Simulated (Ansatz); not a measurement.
## Stress against strain in CdS

```xyz
4
Lattice="4.1348 0.0000 0.0000 -2.0674 3.5808 0.0000 0.0000 0.0000 6.7490" Properties=species:S:1:pos:R:3 pbc="T T T"
Cd    0.0000    2.3872    0.0000
Cd    2.0674    1.1936    3.3745
S     0.0000    2.3872    2.5984
S     2.0674    1.1936    5.9729
```

Atoms are numbered in the order listed.

The cell is COD entry 9008862, as deposited and not checked against the literature; nothing was relaxed. It differs from other determinations.

Method: DFT, PBE, all-electron LAPW, scalar-relativistic in Ansatz 0.2.0.

Numerical set-up: a Γ-centred 7×7×4 k mesh, Fermi–Dirac smearing of 0.01 eV, basis error target 1 meV/atom, no spin polarisation.

The strain is applied along the Cartesian axes of the cell as listed (the other components stay zero). Fractional coordinates are held (clamped ions).

σ is the change of stress from the unstrained cell, which is at 2.56 GPa; tension is positive, so slopes are stress–strain coefficients at that pressure.

Only quantities that a quadratic follows smoothly over the whole series are listed; rougher ones are left out.

```csv
εxx = εyy,σzz (GPa),σxx (GPa)
-0.0300,-1.89,-6.37
-0.0200,-1.20,-4.00
-0.0100,-0.57,-1.89
0.0000,0.00,0.00
0.0100,0.53,1.68
0.0300,1.46,4.48
```

Q: Fit the series and read off the stiffness at zero strain.

A: Least-squares fits y = p0 + p1 x + p2 x² to the rows give σzz (GPa): p1 = 55.7, p2 = -240; σxx (GPa): p1 = 180, p2 = -1000. So C13 + C23 = 56 GPa and C11 + C12 = 180 GPa, for these axes.

Q: One run, at εxx = εyy = 0.0200, is withheld. Predict its row.

A: The fits give 1.02, 3.19; the run gave 1.01, 3.16.
